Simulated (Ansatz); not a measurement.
Start from Be2C (space group Fm-3m, No. 225; a = 4.311 Å).

Levels (all Ansatz, a quantum-chemistry and plane-wave program, PAW): PBEsol (420 eV, without spin-orbit coupling); HSE06+SOC (420 eV, noncollinear with spin-orbit coupling).

The geometry is relaxed with PBEsol.

PBEsol lowest conduction level above the VBM at special points: X 1.08 eV; U 3.26 eV; K 3.26 eV; Γ 4.12 eV
PBEsol valence-band top at Γ: 0.00, 0.00, 0.00 eV

**Question.** What does HSE06+SOC give at this geometry for the lowest conduction level above the VBM at special points and valence-band top at Γ?

**Answer.** The lowest conduction level above the VBM at special points changes from X 1.08 eV; U 3.26 eV; K 3.26 eV; Γ 4.12 eV to X 1.91 eV; U 4.21 eV; K 4.21 eV; Γ 5.15 eV; the valence-band top at Γ (three highest Kramers pairs, from the VBM) goes from 0.00, 0.00, 0.00 eV to 0.00, 0.00, -0.01 eV.

Single points use the geometry relaxed with PBEsol. HSE06 was sampled on its mesh, a few special points and the semilocal edge points, so its gap is an upper bound. Differences between runs with and without spin-orbit coupling are approximate. The levels and masses belong to the bands next to the band gap. Whether these cells are dynamically stable was not tested.
